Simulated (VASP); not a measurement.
**NiO under changes of volume**

One of the cells (9.155 Å³/atom); the others are scaled copies at fixed shape and fractional positions:

```
CELL_PARAMETERS angstrom
0.00000 2.09196 2.09196
2.09196 0.00000 2.09196
2.09196 2.09196 0.00000
ATOMIC_POSITIONS crystal
Ni 0.00000 0.00000 0.00000
O 0.50000 0.50000 0.50000
```

| Quantity | Value |
| --- | --- |
| Program | VASP 6.6.1 |
| Functional | PBE |
| Dispersion | D3(BJ) |
| Potentials or basis | VASP PAW PBE potentials, release 64 (Ni, O) |
| Cutoff | 520 eV |
| k mesh | 10 × 10 × 10 |
| Occupations | fermi-dirac, width 0.05 eV |
| Spin | collinear spin, ferromagnetic start |
| Starting moments | [1.0, 0.0] μB |

```tsv
volume (Å³/atom)	energy over the lowest point (meV/atom)	pressure (GPa)	moment (μB per cell)
8.789	9.77	8.3	1.51
8.972	2.92	4.0	1.60
9.155	0.00	0.3	1.71
9.338	1.31	-3.5	1.77
9.521	?	?	?
```

What does the run at 9.521 Å³/atom give?

Energy over the lowest point 6.74 meV/atom; pressure -6.8 GPa; moment 1.82 μB per cell.

Worked out: A Birch-Murnaghan fit of order 2 (a polynomial in V^(-2/3)) to the other rows has its minimum at 9.19 Å³/atom with B0 = V·E''(V) = 167 GPa. It gives 5.94 meV/atom at 9.521 Å³/atom, against the run's 6.74, and -dE/dV = -5.5 GPa, against -6.8. A parabola through the other rows of the moment, of slope 0.281 μB per Å³/atom there, extrapolates to 1.83 μB, against the run's 1.82.

Energies are extrapolated to zero smearing.

Caveats: a cell with one magnetic atom can't hold antiferromagnetic order, which such compounds often take; pairwise dispersion overbinds metals, which lowers pressure and volume.
